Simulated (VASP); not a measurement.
# C (a cell with a defect) in VASP: relaxation of the atoms with r2SCAN

Aim: the relaxation of the atoms of C (a cell with a defect) with r2SCAN.

All numbers are computed with VASP 6.6.1; they aren't measurements. Logs are shortened: lines on timing, memory, paths and dates and some standing lists are left out, and cuts for length are marked.

### Step 1. The structure

The cell holds a defect, 63 atoms: a = 7.114 Å, b = 7.114 Å, c = 7.114 Å, α = 90.00°, β = 90.00°, γ = 90.00°.

The cell was built by a generator and needn't be a form met in nature.

### Step 2. Relaxation of the atoms, r2SCAN

The input, INCAR:

```
SYSTEM = C
PREC = Accurate
ENCUT = 450
EDIFF = 1E-6
ISMEAR = -1
SIGMA = 0.05
LREAL = .False.
LASPH = .True.
NELM = 100
ALGO = Normal
ISIF = 2
LWAVE = .False.
LCHARG = .False.
METAGGA = R2SCAN
LMIXTAU = .True.
IBRION = 2
NSW = 60
EDIFFG = -0.02
```

The input, KPOINTS:

```
regular mesh
0
Gamma
  2 2 2
  0 0 0
```

The input, POSCAR:

```
C
1.0
    7.1140000000      0.0000000000      0.0000000000
    0.0000000000      7.1140000000      0.0000000000
    0.0000000000      0.0000000000      7.1140000000
C
63
Direct
    0.7500000000      0.2500000000      0.0000000000
    0.7500000000      0.0000000000      0.2500000000
    0.0000000000      0.0000000000      0.0000000000
    0.2500000000      0.2500000000      0.0000000000
    0.5000000000      0.5000000000      0.0000000000
    0.7500000000      0.7500000000      0.0000000000
    0.2500000000      0.0000000000      0.2500000000
    0.5000000000      0.2500000000      0.2500000000
    0.7500000000      0.5000000000      0.2500000000
    0.5000000000      0.0000000000      0.5000000000
    0.7500000000      0.2500000000      0.5000000000
    0.7500000000      0.0000000000      0.7500000000
    0.0000000000      0.5000000000      0.0000000000
    0.2500000000      0.7500000000      0.0000000000
    0.0000000000      0.2500000000      0.2500000000
    0.2500000000      0.5000000000      0.2500000000
    0.5000000000      0.7500000000      0.2500000000
    0.0000000000      0.0000000000      0.5000000000
    0.2500000000      0.2500000000      0.5000000000
    0.5000000000      0.5000000000      0.5000000000
    0.7500000000      0.7500000000      0.5000000000
    0.2500000000      0.0000000000      0.7500000000
    0.5000000000      0.2500000000      0.7500000000
    0.7500000000      0.5000000000      0.7500000000
    0.0000000000      0.7500000000      0.2500000000
    0.0000000000      0.5000000000      0.5000000000
    0.2500000000      0.7500000000      0.5000000000
    0.0000000000      0.2500000000      0.7500000000
    0.2500000000      0.5000000000      0.7500000000
    0.5000000000      0.7500000000      0.7500000000
    0.0000000000      0.7500000000      0.7500000000
    0.6250000000      0.1250000000      0.1250000000
    0.8750000000      0.3750000000      0.1250000000
    0.8750000000      0.1250000000      0.3750000000
    0.1250000000      0.1250000000      0.1250000000
    0.3750000000      0.3750000000      0.1250000000
    0.6250000000      0.6250000000      0.1250000000
    0.8750000000      0.8750000000      0.1250000000
    0.3750000000      0.1250000000      0.3750000000
    0.6250000000      0.3750000000      0.3750000000
    0.8750000000      0.6250000000      0.3750000000
    0.6250000000      0.1250000000      0.6250000000
    0.8750000000      0.3750000000      0.6250000000
    0.8750000000      0.1250000000      0.8750000000
    0.1250000000      0.6250000000      0.1250000000
    0.3750000000      0.8750000000      0.1250000000
    0.1250000000      0.3750000000      0.3750000000
    0.3750000000      0.6250000000      0.3750000000
    0.6250000000      0.8750000000      0.3750000000
    0.1250000000      0.1250000000      0.6250000000
    0.3750000000      0.3750000000      0.6250000000
    0.6250000000      0.6250000000      0.6250000000
    0.8750000000      0.8750000000      0.6250000000
    0.3750000000      0.1250000000      0.8750000000
    0.6250000000      0.3750000000      0.8750000000
    0.8750000000      0.6250000000      0.8750000000
    0.1250000000      0.8750000000      0.3750000000
    0.1250000000      0.6250000000      0.6250000000
    0.3750000000      0.8750000000      0.6250000000
    0.1250000000      0.3750000000      0.8750000000
    0.3750000000      0.6250000000      0.8750000000
    0.6250000000      0.8750000000      0.8750000000
    0.1250000000      0.8750000000      0.8750000000
```

Potentials or basis: VASP PAW PBE potentials, release 64 (C).

On the command line:

```sh
> cat potpaw_PBE.64/C/POTCAR > POTCAR
> mpirun -np 1 vasp_std > vasp.out
```

OUTCAR:

```text
SYSTEM = C
   PREC = Accurate
   ENCUT = 450
   EDIFF = 1E-6
   ISMEAR = -1
   LREAL = .False.
   LASPH = .True.
   NELM = 100
   ISIF = 2
   METAGGA = R2SCAN
   IBRION = 2
   NSW = 60
   EDIFFG = -0.02

 ion  position               nearest neighbor table
   1  0.750  0.250  0.000-  32 1.54  33 1.54  44 1.54  55 1.54
   2  0.750  0.000  0.250-  32 1.54  34 1.54  38 1.54  49 1.54
   3  0.000  0.000  0.000-  35 1.54  38 1.54  44 1.54  63 1.54
   4  0.250  0.250  0.000-  35 1.54  36 1.54  54 1.54  60 1.54
   5  0.500  0.500  0.000-  36 1.54  37 1.54  55 1.54  61 1.54
   6  0.750  0.750  0.000-  37 1.54  38 1.54  56 1.54  62 1.54
[... 43 lines left out ...]
  50  0.125  0.125  0.625-  18 1.54  19 1.54  22 1.54  28 1.54
  51  0.375  0.375  0.625-  19 1.54  20 1.54  23 1.54  29 1.54
  52  0.625  0.625  0.625-  20 1.54  21 1.54  24 1.54  30 1.54
  53  0.875  0.875  0.625-  12 1.54  18 1.54  21 1.54  31 1.54
  54  0.375  0.125  0.875-   4 1.54  22 1.54  23 1.54
  55  0.625  0.375  0.875-   1 1.54   5 1.54  23 1.54  24 1.54
  56  0.875  0.625  0.875-   6 1.54  13 1.54  24 1.54  31 1.54
  57  0.125  0.875  0.375-   7 1.54  18 1.54  25 1.54  27 1.54
  58  0.125  0.625  0.625-  26 1.54  27 1.54  29 1.54  31 1.54
  59  0.375  0.875  0.625-  10 1.54  22 1.54  27 1.54  30 1.54
  60  0.125  0.375  0.875-   4 1.54  13 1.54  28 1.54  29 1.54
  61  0.375  0.625  0.875-   5 1.54  14 1.54  29 1.54  30 1.54
  62  0.625  0.875  0.875-   6 1.54  12 1.54  30 1.54
  63  0.125  0.875  0.875-   3 1.54  14 1.54  22 1.54  31 1.54

  LATTYP: Found a simple cubic cell.
 ALAT       =     7.1140000000

  Lattice vectors:

 A1 = (   7.1140000000,   0.0000000000,   0.0000000000)
 A2 = (   0.0000000000,   7.1140000000,   0.0000000000)
 A3 = (   0.0000000000,   0.0000000000,   7.1140000000)

Analysis of symmetry for initial positions (statically):
=====================================================================
 Subroutine PRICEL returns:
 Original cell was already a primitive cell.

 Routine SETGRP: Setting up the symmetry group for a
 simple cubic supercell.

 Subroutine GETGRP returns: Found 24 space group operations
 (whereof  8 operations were pure point group operations)
 out of a pool of 48 trial point group operations.

The static configuration has the point symmetry D_2d.
 The point group associated with its full space group is T_d .

Analysis of symmetry for dynamics (positions and initial velocities):
=====================================================================
 Subroutine PRICEL returns:
 Original cell was already a primitive cell.

 Routine SETGRP: Setting up the symmetry group for a
 simple cubic supercell.

 Subroutine GETGRP returns: Found 24 space group operations
 (whereof  8 operations were pure point group operations)
 out of a pool of 48 trial point group operations.

The dynamic configuration has the point symmetry D_2d.
 The point group associated with its full space group is T_d .

 Subroutine INISYM returns: Found 24 space group operations
 (whereof  8 operations are pure point group operations),
 and found     1 'primitive' translations

----------------------------------------------------------------------------------------

                                     Primitive cell

  volume of cell :     360.0324

  direct lattice vectors                    reciprocal lattice vectors
     7.114000000  0.000000000  0.000000000     0.140567894  0.000000000  0.000000000
     0.000000000  7.114000000  0.000000000     0.000000000  0.140567894  0.000000000
     0.000000000  0.000000000  7.114000000     0.000000000  0.000000000  0.140567894

  length of vectors
     7.114000000  7.114000000  7.114000000     0.140567894  0.140567894  0.140567894

  position of ions in fractional coordinates (direct lattice)
     0.750000000  0.250000000  0.000000000
     0.750000000  0.000000000  0.250000000
     0.000000000  0.000000000  0.000000000
[... 154 lines left out ...]
            Coordinates               Weight
  0.000000  0.000000  0.000000      1.000000
  0.500000  0.000000  0.000000      3.000000
  0.500000  0.500000  0.000000      3.000000
  0.500000  0.500000  0.500000      1.000000
   k-points           NKPTS =      4   k-points in BZ     NKDIM =      4   number of bands    NBANDS=    158
   number of dos      NEDOS =    301   number of ions     NIONS =     63
   total plane-waves  NPLWV = 125000
   dimension x,y,z NGX =    50 NGY =   50 NGZ =   50
   dimension x,y,z NGXF=   100 NGYF=  100 NGZF=  100
   ions per type =              63
   NGX,Y,Z   is equivalent  to a cutoff of  11.68, 11.68, 11.68 a.u.
   NGXF,Y,Z  is equivalent  to a cutoff of  23.37, 23.37, 23.37 a.u.
 SYSTEM =  C
   PREC   = accura    normal or accurate (medium, high low for compatibility)
   ISTART =      0    job   : 0-new  1-cont  2-samecut
   ICHARG =      2    charge: 1-file 2-atom 10-const
   ISPIN  =      1    spin polarized calculation?
   LNONCOLLINEAR =      F non collinear calculations
   LSORBIT =      F    spin-orbit coupling
   LASPH  =      T    aspherical Exc in radial PAW
   ENCUT  =  450.0 eV  33.07 Ry    5.75 a.u.  12.30 12.30 12.30*2*pi/ulx,y,z
   NELM   =    100;   NELMIN=  2; NELMDL= -5     # of ELM steps
   EDIFF  = 0.1E-05   stopping-criterion for ELM
   LREAL  =      F    real-space projection
   EDIFFG = -.2E-01   stopping-criterion for IOM
   NSW    =     60    number of steps for IOM
   IBRION =      2    ionic relax: 0-MD 1-quasi-New 2-CG
   NFREE  =      1    steps in history (QN), initial steepest desc. (CG)
   ISIF   =      2    stress and relaxation
   ISYM   =      2    0-nonsym 1-usesym 2-fastsym
   POTIM  = 0.5000    time-step for ionic-motion
   TEBEG  =    0.0;   TEEND  =   0.0 temperature during run
   PSTRESS=    0.0 pullay stress
   NELECT =     252.0000    total number of electrons
   NUPDOWN=      -1.0000    fix difference up-down
   EMIN   =  10.00;   EMAX   =-10.00  energy-range for DOS
   EFERMI =   0.00;   METHOD = LEGACY
   ISMEAR =    -1;   SIGMA  =   0.05  broadening in eV -4-tet -1-fermi 0-gaus
   EFERMI_NEDOS =   21; number of points for ismear=-14 and -15
   IALGO  =     38    algorithm
   IMIX   =      4    mixing-type and parameters
     AMIX     =   0.40;   BMIX     =  1.00
     AMIX_MAG =   1.60;   BMIX_MAG =  1.00
  volume/ion in A,a.u.               =       5.71        38.57
  Fermi-wavevector in a.u.,A,eV,Ry     =   1.453543  2.746798 28.746207  2.112787
  Thomas-Fermi vector in A             =   2.570797
   LORBIT       =      0    0 simple, 1 ext, 2 COOP (PROOUT), +10 PAW based schemes
   METAGGA = R2SCAN    functional components
   LHFCALC =     F    Hartree Fock is set to
   AEXX    =    0.0000 exact exchange contribution
   IVDW    =     0    specifies the selected vdW correction
   LEPSILON=     F    determine dielectric tensor
   LRPA    =     F    only Hartree local field effects (RPA)
 conjugate gradient relaxation of ions
 non-spin polarized calculation
  energy-cutoff  :      450.00
  volume of cell :      360.03
 maximum number of plane-waves:      7856
 NGX is ok and might be reduce to    50
   NGX = 25   NGY = 25   NGZ = 25

--------------------------------------- Ionic step        1  -------------------------------------------

 number of electron     251.9999966 magnetization

 Free energy of the ion-electron system (eV)
  ---------------------------------------------------
  ext. energy  EPLUGINS =         0.00000000
  ---------------------------------------------------
  free energy    TOTEN  =      -611.50403591 eV

  energy without entropy =     -611.44104770  energy(sigma->0) =     -611.47254181

------------------------ aborting loop because EDIFF is reached ----------------------------------------

  FORCE on cell =-STRESS in cart. coord.  units (eV):
  Direction    XX          YY          ZZ          XY          YZ          ZX
  --------------------------------------------------------------------------------------
  -------------------------------------------------------------------------------------
  Total        1.5126518      1.5126518      1.5126518      0.0000000      0.0000000      0.0000000
  in kB        6.7314399      6.7314399      6.7314399      0.0000000      0.0000000      0.0000000
  external PRESSURE =       6.7314399 kB  Pullay stress =       0.0000000 kB
[... 272 lines left out ...]
  FREE ENERGIE OF THE ION-ELECTRON SYSTEM (eV)
  ---------------------------------------------------
  free  energy   TOTEN  =      -612.1446671866 eV

  energy  without entropy=     -612.0861489672  energy(sigma->0) =     -612.11540808

[... ionic steps 4 to 7 ...]

--------------------------------------- Ionic step        8  -------------------------------------------

 number of electron     251.9999978 magnetization

------------------------ aborting loop because EDIFF is reached ----------------------------------------
[... 189 lines left out ...]
--------------------------------------- Ionic step       10  -------------------------------------------

 number of electron     251.9999980 magnetization

 Free energy of the ion-electron system (eV)
  ---------------------------------------------------
  ext. energy  EPLUGINS =         0.00000000
  ---------------------------------------------------
  free energy    TOTEN  =      -612.31364312 eV

  energy without entropy =     -612.25183916  energy(sigma->0) =     -612.28274114

 E-fermi :  11.1638     XC(G=0): -14.2014

 val. band max:       10.8412137913   @ k =   0.5000   0.0000   0.0000
 cond. band min:      11.2098839855   @ k =   0.5000   0.0000   0.0000
 fundamental gap:      0.3686701942
 Fermi energy:        11.1638060638

 k-point     1 :       0.0000    0.0000    0.0000
  band No.  band energies     occupation
      1     -13.1826      2.00000
      2     -10.8649      2.00000
      3     -10.8649      2.00000
      4     -10.8472      2.00000
      5     -10.8472      2.00000
      6     -10.8472      2.00000
[... 553 lines left out ...]
    137      15.9438      0.00000
    138      15.9438      0.00000
 [bands above 138 left out]

------------------------ aborting loop because EDIFF is reached ----------------------------------------

  FORCE on cell =-STRESS in cart. coord.  units (eV):
  Direction    XX          YY          ZZ          XY          YZ          ZX
  --------------------------------------------------------------------------------------
  -------------------------------------------------------------------------------------
  Total        5.5644814      5.5644814      5.5644814      0.0000000     -0.0000000      0.0000000
  in kB       24.7624550     24.7624550     24.7624550      0.0000000     -0.0000000      0.0000000
  external PRESSURE =      24.7624550 kB  Pullay stress =       0.0000000 kB
[... 78 lines left out ...]
  FREE ENERGIE OF THE ION-ELECTRON SYSTEM (eV)
  ---------------------------------------------------
  free  energy   TOTEN  =      -612.3136431213 eV

  energy  without entropy=     -612.2518391611  energy(sigma->0) =     -612.28274114

 reached required accuracy - stopping structural energy minimisation
```

Wall time 61 min (1 thread of Intel Xeon Platinum 8559C (Emerald Rapids), shared host); peak memory 0.42 GiB.

What came out:

* Free energy: -612.3136 eV
* Energy gained by relaxing: 12.9 meV/atom
* Ionic steps: 10
* Largest force after relaxing: 0.016 eV/Å
* Band gap on the k mesh: none (metal or under the smearing width)

Forces in eV/Å, atoms in the order of the input:
```
C    0.006  0.006 -0.011
C    0.006 -0.011  0.006
C    0.000  0.000  0.000
C   -0.006  0.006  0.011
C    0.000  0.000  0.000
C    0.006 -0.006  0.011
C   -0.006  0.011  0.006
C   -0.011  0.006  0.006
C    0.002 -0.006  0.002
C    0.000  0.000  0.000
C    0.002  0.002 -0.006
C    0.006  0.011 -0.006
C    0.000  0.000  0.000
C   -0.006 -0.006 -0.011
C   -0.006  0.002  0.002
C   -0.002  0.006  0.002
C    0.011 -0.006  0.006
C    0.000  0.000  0.000
C   -0.002  0.002  0.006
C    0.000  0.000  0.000
C    0.002 -0.002  0.006
C   -0.006 -0.011 -0.006
C    0.011  0.006 -0.006
C    0.002  0.006 -0.002
C    0.006 -0.002  0.002
C    0.000  0.000  0.000
C   -0.002 -0.002 -0.006
C    0.006  0.002 -0.002
C   -0.002 -0.006 -0.002
C   -0.011 -0.006 -0.006
C   -0.006 -0.002 -0.002
C   -0.002 -0.002 -0.002
C    0.004  0.004 -0.005
C    0.004 -0.005  0.004
C    0.013 -0.008 -0.008
C    0.008 -0.013 -0.008
C   -0.008  0.013 -0.008
C   -0.013  0.008 -0.008
C    0.008 -0.008 -0.013
C   -0.005  0.004  0.004
C    0.002 -0.002  0.002
C   -0.008 -0.008  0.013
C    0.002  0.002 -0.002
C   -0.013 -0.008  0.008
C   -0.004 -0.004 -0.005
C    0.002  0.002 -0.002
C   -0.002  0.002  0.002
C    0.005 -0.004  0.004
C   -0.008  0.008 -0.013
C   -0.004 -0.005 -0.004
C    0.005  0.004 -0.004
C   -0.005 -0.004 -0.004
C    0.004  0.005 -0.004
C    0.002 -0.002  0.002
C   -0.008 -0.013  0.008
C    0.004 -0.004  0.005
C   -0.004  0.005  0.004
C   -0.002 -0.002 -0.002
C    0.008  0.008  0.013
C   -0.004  0.004  0.005
C    0.008  0.013  0.008
C   -0.002  0.002  0.002
C    0.013  0.008  0.008
```

Step by step:
| step | energy change (eV) | largest force (eV/Å) | pressure (GPa) |
| --- | --- | --- | --- |
| 1 | 0.0000 | 2.7522 | 0.67 |
| 2 | 0.1253 | 2.3353 | 3.23 |
| 3 | -0.6406 | 0.8658 | 1.57 |
| 4 | -0.7557 | 0.4303 | 2.61 |
| 5 | -0.7802 | 0.2470 | 2.27 |
| 6 | -0.7920 | 0.3784 | 2.54 |
| 7 | -0.8054 | 0.1782 | 2.42 |
| 8 | -0.8082 | 0.1534 | 2.48 |
| 9 | -0.8094 | 0.0367 | 2.46 |
| 10 | -0.8096 | 0.0165 | 2.48 |

Final structure:
```xyz
63
Lattice="7.1140 0.0000 0.0000 0.0000 7.1140 0.0000 0.0000 0.0000 7.1140" Properties=species:S:1:pos:R:3 pbc="T T T"
C     5.3222    1.7652    0.0024
C     5.3222    0.0024    1.7652
C     0.0000    0.0000    0.0000
C     1.7918    1.7652    7.1116
C     3.5570    3.5570    0.0000
C     5.3222    5.3488    7.1116
C     1.7918    7.1116    1.7652
C     3.5594    1.7652    1.7652
C     5.3336    3.5598    1.7766
C     3.5570    0.0000    3.5570
C     5.3336    1.7766    3.5598
C     5.3222    7.1116    5.3488
C     0.0000    3.5570    0.0000
C     1.7918    5.3488    0.0024
C     0.0028    1.7766    1.7766
C     1.7804    3.5542    1.7766
C     3.5546    5.3488    1.7652
C     0.0000    0.0000    3.5570
C     1.7804    1.7766    3.5542
C     3.5570    3.5570    3.5570
C     5.3336    5.3374    3.5542
C     1.7918    0.0024    5.3488
C     3.5546    1.7652    5.3488
C     5.3336    3.5542    5.3374
C     7.1112    5.3374    1.7766
C     0.0000    3.5570    3.5570
C     1.7804    5.3374    3.5598
C     7.1112    1.7766    5.3374
C     1.7804    3.5598    5.3374
C     3.5594    5.3488    5.3488
C     0.0028    5.3374    5.3374
C     4.5130    0.9560    0.9560
C     6.2309    2.6739    0.8929
C     6.2309    0.8929    2.6739
C     0.8932    0.8851    0.8851
C     2.6719    2.6638    0.8851
C     4.4421    4.4502    0.8851
C     6.2208    6.2289    0.8851
C     2.6719    0.8851    2.6638
C     4.4499    2.6739    2.6739
C     6.2236    4.4474    2.6666
C     4.4421    0.8851    4.4502
C     6.2236    2.6666    4.4474
C     6.2208    0.8851    6.2289
C     0.8831    4.4401    0.8929
C     2.6010    6.1580    0.9560
C     0.8904    2.6666    2.6666
C     2.6641    4.4401    2.6739
C     4.4421    6.2289    2.6638
C     0.8831    0.8929    4.4401
C     2.6641    2.6739    4.4401
C     4.4499    4.4401    4.4401
C     6.2309    6.2211    4.4401
C     2.6010    0.9560    6.1580
C     4.4421    2.6638    6.2289
C     6.2309    4.4401    6.2211
C     0.8831    6.2211    2.6739
C     0.8904    4.4474    4.4474
C     2.6719    6.2289    4.4502
C     0.8831    2.6739    6.2211
C     2.6719    4.4502    6.2289
C     4.5130    6.1580    6.1580
C     0.8932    6.2289    6.2289
```

Caveat: the k mesh is coarse (spacing up to 0.44 Å⁻¹), so the values aren't converged; the cutoff is under 1.25 times the usual one of these potentials, so pressure, stress and relaxed cells hold a basis-set (Pulay) error; the PAW data sets were made with another functional, which shifts forces and pressure a little.
